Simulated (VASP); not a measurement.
# P in VASP: a series of runs

Runs on P. Level: PBE+D3(BJ). Tasks: single point.

Program: VASP 6.6.1. These are calculated values, not measurements. Logs are shortened: lines on timing, memory, paths and dates and some standing lists are left out, and cuts for length are marked.

**1. The cell of the first run**

The cell holds a slab with vacuum, 8 atoms: a = 3.323 Å, b = 4.165 Å, c = 22.266 Å, α = 90.00°, β = 90.00°, γ = 90.00°.

The slab is cut from a database's or a generator's crystal, which needn't be the stable form of the element.

**2. Single point, PBE+D3(BJ) ((0 1 0) slab, atoms relaxed)**

Input file INCAR:

```
SYSTEM = P
  PREC = Accurate
  ENCUT = 520
  EDIFF = 1E-7
  ISMEAR = 0
  SIGMA = 0.1
  LREAL = .False.
  LASPH = .True.
  NELM = 100
  ALGO = Fast
  ISIF = 2
  LWAVE = .False.
  LCHARG = .False.
  LDIPOL = .True.
  IDIPOL = 3
  DIPOL = 0.5 0.5 0.500
  GGA = PE
  IVDW = 12
  NBANDS = 30
```

Input file KPOINTS:

```
regular mesh
0
Gamma
  10 8 1
  0 0 0
```

Input file POSCAR:

```
P
1.0
    3.3228293804      0.0000000000      0.0000000000
    0.0000000000      4.1648375133      0.0000000000
    0.0000000000      0.0000000000     22.2661147244
P
8
Direct
    0.0000000000      0.5730646407      0.3372474487
    0.5000000000      0.9269353593      0.3372474487
    0.5000000000      0.0720899520      0.4344558644
    0.0000000000      0.4279100480      0.4344558644
    0.5000000000      0.5720899533      0.5655441355
    0.0000000000      0.9279100467      0.5655441355
    0.0000000000      0.0730646436      0.6627525514
    0.5000000000      0.4269353564      0.6627525514
```

Potentials or basis: VASP PAW PBE potentials, release 64 (P).

Launch:

```sh
cat potpaw_PBE.64/P/POTCAR > POTCAR
mpirun -np 1 vasp_std > vasp.out
```

OUTCAR:

```text
SYSTEM = P
   PREC = Accurate
   ENCUT = 520
   EDIFF = 1E-7
   ISMEAR = 0
   LREAL = .False.
   LASPH = .True.
   NELM = 100
   ISIF = 2
   GGA = PE
   IVDW = 12
 IVDW          = 12

 ion  position               nearest neighbor table
   1  0.000  0.573  0.337-   2 2.22   2 2.22   4 2.25
   2  0.500  0.927  0.337-   1 2.22   1 2.22   3 2.25
   3  0.500  0.072  0.434-   4 2.23   4 2.23   2 2.25
   4  0.000  0.428  0.434-   3 2.23   3 2.23   1 2.25
   5  0.500  0.572  0.566-   6 2.23   6 2.23   8 2.25
   6  0.000  0.928  0.566-   5 2.23   5 2.23   7 2.25
   7  0.000  0.073  0.663-   8 2.22   8 2.22   6 2.25
   8  0.500  0.427  0.663-   7 2.22   7 2.22   5 2.25

  LATTYP: Found a simple orthorhombic cell.
 ALAT       =     3.3228293804
 B/A-ratio  =     1.2534009534
 C/A-ratio  =     6.7009503575

  Lattice vectors:

 A1 = (   3.3228293804,   0.0000000000,   0.0000000000)
 A2 = (   0.0000000000,   4.1648375133,   0.0000000000)
 A3 = (   0.0000000000,   0.0000000000,  22.2661147244)

Analysis of symmetry for initial positions (statically):
=====================================================================
 Subroutine PRICEL returns:
 Original cell was already a primitive cell.

 Routine SETGRP: Setting up the symmetry group for a
 simple orthorhombic supercell.

 Subroutine GETGRP returns: Found  8 space group operations
 (whereof  2 operations were pure point group operations)
 out of a pool of  8 trial point group operations.

The static configuration has the point symmetry C_1h.
 The point group associated with its full space group is D_2h.

Analysis of symmetry for dynamics (positions and initial velocities):
=====================================================================
 Subroutine PRICEL returns:
 Original cell was already a primitive cell.

 Routine SETGRP: Setting up the symmetry group for a
 simple orthorhombic supercell.

 Subroutine GETGRP returns: Found  8 space group operations
 (whereof  2 operations were pure point group operations)
 out of a pool of  8 trial point group operations.

The dynamic configuration has the point symmetry C_1h.
 The point group associated with its full space group is D_2h.

 Subroutine INISYM returns: Found  8 space group operations
 (whereof  2 operations are pure point group operations),
 and found     1 'primitive' translations

----------------------------------------------------------------------------------------

                                     Primitive cell

  volume of cell :     308.1418

  direct lattice vectors                    reciprocal lattice vectors
     3.322829380  0.000000000  0.000000000     0.300948344  0.000000000  0.000000000
     0.000000000  4.164837513  0.000000000     0.000000000  0.240105406  0.000000000
     0.000000000  0.000000000 22.266114724     0.000000000  0.000000000  0.044911293

  length of vectors
     3.322829380  4.164837513 22.266114724     0.300948344  0.240105406  0.044911293

  position of ions in fractional coordinates (direct lattice)
     0.000000000  0.573064641  0.337247449
     0.500000000  0.926935359  0.337247449
     0.500000000  0.072089952  0.434455864
     0.000000000  0.427910048  0.434455864
     0.500000000  0.572089953  0.565544135
     0.000000000  0.927910047  0.565544135
     0.000000000  0.073064644  0.662752551
     0.500000000  0.426935356  0.662752551

  ion indices of the primitive-cell ions
   primitive index   ion index
                 1           1
                 2           2
                 3           3
                 4           4
                 5           5
                 6           6
                 7           7
                 8           8

----------------------------------------------------------------------------------------

 KPOINTS: regular mesh

Automatic generation of k-mesh.
 Grid dimensions read from file:
 generate k-points for:   10    8    1

 Generating k-lattice:

  Cartesian coordinates                     Fractional coordinates (reciprocal lattice)
     0.030094834  0.000000000  0.000000000     0.100000000  0.000000000  0.000000000
     0.000000000  0.030013176  0.000000000     0.000000000  0.125000000  0.000000000
     0.000000000  0.000000000  0.044911293     0.000000000  0.000000000  1.000000000

  Length of vectors
     0.030094834  0.030013176  0.044911293

  Shift w.r.t. Gamma in fractional coordinates (k-lattice)
     0.000000000  0.000000000  0.000000000

 Subroutine IBZKPT returns following result:
 ===========================================

 Found     30 irreducible k-points:

 Following reciprocal coordinates:
            Coordinates               Weight
  0.000000  0.000000  0.000000      1.000000
  0.100000  0.000000  0.000000      2.000000
  0.200000  0.000000  0.000000      2.000000
  0.300000  0.000000  0.000000      2.000000
  0.400000  0.000000  0.000000      2.000000
  0.500000  0.000000  0.000000      1.000000
[... 16 lines left out ...]
  0.400000  0.375000  0.000000      4.000000
  0.500000  0.375000  0.000000      2.000000
 [... further k-points ...]
   k-points           NKPTS =     30   k-points in BZ     NKDIM =     30   number of bands    NBANDS=     30
   number of dos      NEDOS =    301   number of ions     NIONS =      8
   total plane-waves  NPLWV = 150528
   dimension x,y,z NGX =    28 NGY =   32 NGZ =  168
   dimension x,y,z NGXF=    56 NGYF=   64 NGZF=  336
   ions per type =               8
   NGX,Y,Z   is equivalent  to a cutoff of  14.01, 12.77, 12.54 a.u.
   NGXF,Y,Z  is equivalent  to a cutoff of  28.02, 25.55, 25.09 a.u.
 SYSTEM =  P
   PREC   = accura    normal or accurate (medium, high low for compatibility)
   ISTART =      0    job   : 0-new  1-cont  2-samecut
   ICHARG =      2    charge: 1-file 2-atom 10-const
   ISPIN  =      1    spin polarized calculation?
   LNONCOLLINEAR =      F non collinear calculations
   LSORBIT =      F    spin-orbit coupling
   LASPH  =      T    aspherical Exc in radial PAW
   ENCUT  =  520.0 eV  38.22 Ry    6.18 a.u.   6.18  7.74 41.40*2*pi/ulx,y,z
   NELM   =    100;   NELMIN=  2; NELMDL= -5     # of ELM steps
   EDIFF  = 0.1E-06   stopping-criterion for ELM
   LREAL  =      F    real-space projection
   EDIFFG = 0.1E-05   stopping-criterion for IOM
   NSW    =      0    number of steps for IOM
   IBRION =     -1    ionic relax: 0-MD 1-quasi-New 2-CG
   NFREE  =      0    steps in history (QN), initial steepest desc. (CG)
   ISIF   =      2    stress and relaxation
   ISYM   =      2    0-nonsym 1-usesym 2-fastsym
   POTIM  = 0.5000    time-step for ionic-motion
   TEBEG  =    0.0;   TEEND  =   0.0 temperature during run
   PSTRESS=    0.0 pullay stress
   NELECT =      40.0000    total number of electrons
   NUPDOWN=      -1.0000    fix difference up-down
   EMIN   =  10.00;   EMAX   =-10.00  energy-range for DOS
   EFERMI =   0.00;   METHOD = LEGACY
   ISMEAR =     0;   SIGMA  =   0.10  broadening in eV -4-tet -1-fermi 0-gaus
   EFERMI_NEDOS =   21; number of points for ismear=-14 and -15
   IALGO  =     68    algorithm
   IMIX   =      4    mixing-type and parameters
     AMIX     =   0.40;   BMIX     =  1.00
     AMIX_MAG =   1.60;   BMIX_MAG =  1.00
  volume/ion in A,a.u.               =      38.52       259.93
  Fermi-wavevector in a.u.,A,eV,Ry     =   0.828918  1.566427  9.348621  0.687104
  Thomas-Fermi vector in A             =   1.941376
   LORBIT       =      0    0 simple, 1 ext, 2 COOP (PROOUT), +10 PAW based schemes
   GGA     = PE    functional components
   LHFCALC =     F    Hartree Fock is set to
   AEXX    =    0.0000 exact exchange contribution
   IVDW    =    12    specifies the selected vdW correction
   LEPSILON=     F    determine dielectric tensor
   LRPA    =     F    only Hartree local field effects (RPA)
 non-spin polarized calculation
 RMM-DIIS sequential band-by-band and
 Gauss-broadening in eV      SIGMA  =   0.10
  energy-cutoff  :      520.00
  volume of cell :      308.14
 maximum number of plane-waves:      8344
 NGX is ok and might be reduce to    28
   NGX = 13   NGY = 15   NGZ = 83

 number of electron      39.9999993 magnetization

 dipolmoment           0.000000      0.000000      0.000000 electrons x Angstroem

 Free energy of the ion-electron system (eV)
  ---------------------------------------------------
  ext. energy  EPLUGINS =         0.00000000
  ---------------------------------------------------
  free energy    TOTEN  =       -42.73474306 eV

  energy without entropy =      -42.73163765  energy(sigma->0) =      -42.73319036

 E-fermi :   1.0238     XC(G=0):  -5.2287

 val. band max:        0.9828117051   @ k =   0.1000   0.0000   0.0000
 cond. band min:       1.0573486883   @ k =   0.1000   0.0000   0.0000
 fundamental gap:      0.0745369832
 Fermi energy:         1.0237767367

 k-point     1 :       0.0000    0.0000    0.0000
  band No.  band energies     occupation
      1     -14.9073      2.00000
      2     -14.7197      2.00000
      3     -12.2850      2.00000
      4     -11.8327      2.00000
      5      -8.0792      2.00000
      6      -7.9851      2.00000
[... 22 lines left out ...]
     29       4.7367      0.00000
     30       4.9328      0.00000

 k-point     2 :       0.1000    0.0000    0.0000
  band No.  band energies     occupation
      1     -14.7879      2.00000
      2     -14.6011      2.00000
      3     -12.1619      2.00000
      4     -11.7105      2.00000
      5      -8.2069      2.00000
      6      -8.1400      2.00000
[... 718 lines left out ...]
 k-point    24 :       0.5000    0.3750    0.0000
  band No.  band energies     occupation
      1     -11.5205      2.00000
      2     -11.5205      2.00000
      3     -11.4400      2.00000
      4     -11.4400      2.00000
      5      -9.2607      2.00000
      6      -9.2607      2.00000
[... 22 lines left out ...]
     29       6.1484      0.00000
     30       6.1843      0.00000

 [... further k-points ...]

------------------------ aborting loop because EDIFF is reached ----------------------------------------

 vacuum level on the upper side and lower side of the slab       (xc-potential included)        -0.076        -0.076

 Edisp (eV)   -2.61937

 E8    (eV) :    -1.0266

  FORCE on cell =-STRESS in cart. coord.  units (eV):
  Direction    XX          YY          ZZ          XY          YZ          ZX
  --------------------------------------------------------------------------------------
  -------------------------------------------------------------------------------------
  Total       0.24685     0.92221    -0.36196     0.00000     0.00000     0.00000
  in kB       1.28347     4.79501    -1.88200     0.00000     0.00000     0.00000
  external pressure =        1.40 kB  Pullay stress =        0.00 kB

 VOLUME and BASIS-vectors are now :
 -----------------------------------------------------------------------------
  energy-cutoff  :      520.00
  volume of cell :      308.14
      direct lattice vectors                 reciprocal lattice vectors
     3.322829380  0.000000000  0.000000000     0.300948344  0.000000000  0.000000000
     0.000000000  4.164837513  0.000000000     0.000000000  0.240105406  0.000000000
     0.000000000  0.000000000 22.266114724     0.000000000  0.000000000  0.044911293

 POSITION                                       TOTAL-FORCE (eV/Angst)
 -----------------------------------------------------------------------------------
      0.00000      2.38672      7.50919         0.000000      0.031399      0.037883
      1.66141      3.86054      7.50919         0.000000     -0.031399      0.037883
      1.66141      0.30024      9.67364        -0.000000      0.050456     -0.040056
      0.00000      1.78218      9.67364         0.000000     -0.050456     -0.040056
      1.66141      2.38266     12.59247         0.000000      0.050456      0.040056
      0.00000      3.86459     12.59247         0.000000     -0.050456      0.040056
      0.00000      0.30430     14.75692        -0.000000      0.031399     -0.037883
      1.66141      1.77812     14.75692         0.000000     -0.031399     -0.037883
 -----------------------------------------------------------------------------------
    total drift:                               -0.000000      0.000001      0.000005

  FREE ENERGIE OF THE ION-ELECTRON SYSTEM (eV)
  ---------------------------------------------------
  free  energy   TOTEN  =       -45.3541124530 eV

  energy  without entropy=      -45.3510070442  energy(sigma->0) =      -45.35255975

 vacuum level on the upper side and lower side of the slab         5.340         5.340
```

Wall time 7.7 min (1 thread of Intel Xeon Platinum 8488C (Sapphire Rapids), shared host); peak memory 0.45 GiB.

What came out:

| Item | Value |
| --- | --- |
| Free energy | -45.3541 eV |
| Largest force | 0.064 eV/Å |
| Band gap on the k mesh | 0.07 eV, direct |
| Dispersion energy per atom | -0.327 eV |

Forces in eV/Å, atoms in the order of the input:
```
P    0.000  0.031  0.038
P    0.000 -0.031  0.038
P    0.000  0.050 -0.040
P    0.000 -0.050 -0.040
P    0.000  0.050  0.040
P    0.000 -0.050  0.040
P    0.000  0.031 -0.038
P    0.000 -0.031 -0.038
```

Levels at points of the mesh, in eV from the valence-band top:
```
           k point  band 18  band 19  band 20  band 21  band 22  band 23
(0.00, 0.00, 0.00)    -2.25    -0.81    -0.04     0.15     0.74     0.93
(0.50, 0.00, 0.00)    -2.72    -2.33    -2.33     0.88     0.88     1.03
(0.00, 0.50, 0.00)    -1.15    -0.90    -0.90     1.51     1.51     1.60
(0.50, 0.50, 0.00)    -2.16    -2.16    -2.16     2.00     2.00     2.00
```

**3. Single point, PBE+D3(BJ) ((0 1 0) slab cut from the bulk)**

Input file INCAR:

```
SYSTEM = P
ALGO     = Fast           ! electronic algorithm
DIPOL    = 0.5 0.5 0.500
EDIFF    = 1E-6           ! SCF threshold, eV
ENCUT    = 520            ! plane-wave cutoff, eV
GGA      = PE             ! functional
IDIPOL   = 3            
ISIF     = 2              ! what is computed and relaxed
ISMEAR   = 0              ! smearing method
IVDW     = 12             ! dispersion correction
LASPH    = .True.         ! aspherical terms in the spheres
LCHARG   = .False.        ! write CHGCAR
LDIPOL   = .True.       
LREAL    = .False.        ! projectors in reciprocal space
LWAVE    = .False.        ! write WAVECAR
NBANDS   = 30             ! bands
NELM     = 100            ! most SCF steps
PREC     = Accurate       ! precision mode
SIGMA    = 0.1            ! smearing width, eV
```

Input file KPOINTS:

```
k-points
0
Gamma
  10 8 1
  0 0 0
```

Input file POSCAR:

```
P
1.0
    3.3228293804      0.0000000000      0.0000000000
    0.0000000000      4.1648375133      0.0000000000
    0.0000000000      0.0000000000     22.2661147244
P
8
Direct
    0.0000000000      0.5718894423      0.3368346967
    0.5000000000      0.9281105577      0.3368346967
    0.5000000000      0.0718894423      0.4342400118
    0.0000000000      0.4281105577      0.4342400118
    0.5000000000      0.5718894423      0.5657599882
    0.0000000000      0.9281105577      0.5657599882
    0.0000000000      0.0718894423      0.6631653033
    0.5000000000      0.4281105577      0.6631653033
```

Potentials or basis: VASP PAW PBE potentials, release 64 (P).

Launch:

```sh
cat potpaw_PBE.64/P/POTCAR > POTCAR
mpirun -np 1 vasp_std > vasp.out
```

It took 5.4 min on 1 thread of Intel Xeon Platinum 8488C (Sapphire Rapids), shared host; peak memory 0.45 GiB.

It converged, with:

```
Free energy                : -45.3513 eV
Largest force              : 0.154 eV/Å
Band gap on the k mesh     : 0.07 eV, direct
Dispersion energy per atom : -0.327 eV
```

Forces in eV/Å, atoms in the order of the input:
```
P    0.000  0.138  0.068
P    0.000 -0.138  0.068
P    0.000  0.058 -0.062
P    0.000 -0.058 -0.062
P    0.000  0.058  0.062
P    0.000 -0.058  0.062
P    0.000  0.138 -0.068
P    0.000 -0.138 -0.068
```

Levels at points of the mesh, in eV from the valence-band top:
| k point | band 17 | band 18 | band 19 | band 20 | band 21 | band 22 | band 23 | band 24 |
| --- | --- | --- | --- | --- | --- | --- | --- | --- |
| (0.00, 0.00, 0.00) | -2.44 | -2.21 | -0.80 | -0.04 | 0.15 | 0.78 | 0.93 | 1.14 |
| (0.50, 0.00, 0.00) | -2.71 | -2.71 | -2.32 | -2.32 | 0.88 | 0.88 | 1.02 | 1.02 |
| (0.00, 0.50, 0.00) | -1.12 | -1.12 | -0.88 | -0.88 | 1.53 | 1.53 | 1.62 | 1.62 |
| (0.50, 0.50, 0.00) | -2.16 | -2.16 | -2.16 | -2.16 | 2.01 | 2.01 | 2.01 | 2.01 |
